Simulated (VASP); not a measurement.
SiC (Moissanite 3C), 2 atoms in the cell. Symmetry: F-43m, No. 216, cubic system. The conventional cell has a = 4.358 Å, b = 4.358 Å, c = 4.358 Å, α = 90.00°, β = 90.00°, γ = 90.00°. Si (site symmetry -43m) has 4 C at 1.89 Å as nearest neighbours. C (site symmetry -43m) has 4 Si at 1.89 Å as nearest neighbours. 

| Quantity | Value |
| --- | --- |
| Program | VASP 6.6.1 |
| Task | relaxation of cell and atoms |
| Functional | PBE |
| Potentials or basis | VASP PAW PBE potentials, release 64 (Si, C) |
| Cutoff | 600 eV |
| k mesh | 10 × 10 × 10 |
| Occupations | fermi-dirac, width 0.05 eV |
| Spin | no spin polarisation |
| Target pressure | 30 GPa |
| Further INCAR settings | ALGO = Fast; EDIFF = 1e-06; IBRION = 2; EDIFFG = -0.005; NSW = 60; ISIF = 3 |
| Target pressure | 30 GPa |

Potentials or basis: VASP PAW PBE potentials, release 64 (Si, C).

Command:

```sh
$ cat potpaw_PBE.64/Si/POTCAR potpaw_PBE.64/C/POTCAR > POTCAR
$ mpirun -np 1 vasp_std > vasp.out
```

Hardware: 1 thread of Intel(R) Xeon(R) 6975P-C (Granite Rapids) (shared host).

Problem. How long does it take, and how much memory?

Solution. Wall time 29 s on 1 thread of Intel(R) Xeon(R) 6975P-C (Granite Rapids) (shared host), peak memory 0.15 GiB. Counts: scf iterations 50, k points 47, ion steps 7.
